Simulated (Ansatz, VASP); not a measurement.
Two plane-wave programs on BAs

Contents of POSCAR:

```
BAs
1.0
    0.0000000000      2.3679489280      2.3679489280
    2.3679489280      0.0000000000      2.3679489280
    2.3679489280      2.3679489280      0.0000000000
B As
1 1
Direct
    0.0000000000      0.0000000000      0.0000000000
    0.2500000000      0.2500000000      0.2500000000
```

The input INCAR.step1:

```
SYSTEM = BAs
PREC     = Accurate       ! precision mode
ENCUT    = 520            ! plane-wave cutoff, eV
ISMEAR   = 0              ! smearing method
SIGMA    = 0.01           ! smearing width, eV
LREAL    = .False.        ! projectors in reciprocal space
LASPH    = .True.         ! aspherical terms in the spheres
NELM     = 80             ! most SCF steps
NBANDS   = 11             ! bands
GGA      = PE             ! functional
ALGO     = Normal         ! electronic algorithm
EDIFF    = 1E-4           ! SCF threshold, eV
LWAVE    = .True.         ! write WAVECAR
LCHARG   = .False.        ! write CHGCAR
```

INCAR.step2

```
SYSTEM = BAs
PREC     = Accurate       ! precision mode
ENCUT    = 520            ! plane-wave cutoff, eV
EDIFF    = 1E-7           ! SCF threshold, eV
ISMEAR   = 0              ! smearing method
SIGMA    = 0.01           ! smearing width, eV
LREAL    = .False.        ! projectors in reciprocal space
LASPH    = .True.         ! aspherical terms in the spheres
NELM     = 80             ! most SCF steps
ALGO     = Normal         ! electronic algorithm
ISIF     = 2              ! what is computed and relaxed
LWAVE    = .False.        ! write WAVECAR
LCHARG   = .True.         ! write CHGCAR
METAGGA  = R2SCAN         ! meta-GGA
LMIXTAU  = .True.       
LELF     = .True.         ! ELF
LVHAR    = .True.       
NBANDS   = 11             ! bands
ISTART   = 1
```

KPOINTS

```
regular mesh
0
Gamma
  10 10 10
  0 0 0
```

Input for Ansatz:

```yaml
crystal:
  lattice:
    - [0.0, 2.367948928, 2.367948928]
    - [2.367948928, 0.0, 2.367948928]
    - [2.367948928, 2.367948928, 0.0]
  atoms:
    - { symbol: B, position: [0.0, 0.0, 0.0] }
    - { symbol: As, position: [0.25, 0.25, 0.25] }
kpoints:
  mp_grid: { grid: [10, 10, 10] }
  band_path:
    path:
      - [0.0, 0.0, 0.0]
      - [-0.5, -0.5, 0.0]
      - [-0.375, -0.375, 0.25]
      - [-0.375, 0.0, 0.375]
      - [0.0, 0.0, 0.5]
      - [-0.5, -0.25, 0.25]
      - [0.0, 0.401042, 0.401042]
    npoints: 1
hamiltonian:
  xc: r2scan
scf:
  occupations: { method: fixed }
  n_extra_bands: 4
output:
  forces: true
  stress: true
  eigenvalues: true
```

Change from the starting cell: hydrostatic strain -1.0%.

Alike in both runs: task single point; functional r2SCAN; k mesh 10 × 10 × 10; no spin polarisation.

```csv
,VASP,Ansatz
version,VASP 6.6.1,Ansatz 0.2.0
potentials or method,"VASP PAW PBE potentials, release 64 (B, As)","plane waves, PAW"
plane-wave cutoff (eV),520,500
occupations,"gaussian, width 0.01 eV",fixed
valence electrons in the cell,8,18
```

|  | VASP | Ansatz | Ansatz less VASP |
| --- | --- | --- | --- |
| gap on the k mesh at the Fermi level (eV) | 1.34 | 1.34 | +0.001 |
| pressure (GPa) | 4.8 | 4.5 | -0.32 |

The two sets of potentials don't hold the same shells in valence.

Caveats: the PAW data sets were made with another functional, which shifts forces and pressure a little (VASP). A k mesh can miss the band edges.
